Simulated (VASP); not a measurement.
A run of VASP 6.6.1:

Contents of INCAR:

```
ALGO = Normal
EDIFF = 1E-7
EDIFFG = -0.01
ENCUT = 520
GGA = PE
IBRION = 2
ISIF = 3
ISMEAR = 1
KPAR = 4
LASPH = T
LATTICE_CONSTRAINTS = .FALSE. .FALSE. .TRUE.
LCHARG = F
LREAL = F
LWAVE = F
NELM = 120
NSW = 90
PREC = Accurate
SIGMA = 0.1
```

The input KPOINTS:

```
k-points
0
Gamma
  19 19 5
```

File POSCAR:

```
Re
1.0
    2.7757631600      0.0000000000      0.0000000000
   -1.3878815800      2.4038813900      0.0000000000
    0.0000000000      0.0000000000     17.9016609400
Re
8
Direct
    0.0000000000      0.0000000000      0.0000000000
    0.3333330000      0.6666670000      0.1250000000
    0.0000000000      0.0000000000      0.2500000000
    0.3333330000      0.6666670000      0.3750000000
    0.0000000000      0.0000000000      0.5000000000
    0.3333330000      0.6666670000      0.6250000000
    0.0000000000      0.0000000000      0.7500000000
    0.3333330000      0.6666670000      0.8750000000
```

Potentials or basis: VASP PAW PBE potentials, release 64 (Re).

Launch:

```console
$ cat potpaw_PBE.64/Re/POTCAR > POTCAR
$ mpirun -np 4 vasp_std > vasp.out
```

Hardware: 4 MPI ranks on Intel(R) Xeon(R) Platinum 8488C (Sapphire Rapids), on a shared host.

Task: How long does it take, and how much memory?

Result: It took 15 min on 4 MPI ranks on Intel(R) Xeon(R) Platinum 8488C (Sapphire Rapids), on a shared host, peak memory 0.53 GiB a rank. Counts: scf iterations 153, k points 120, ion steps 3.
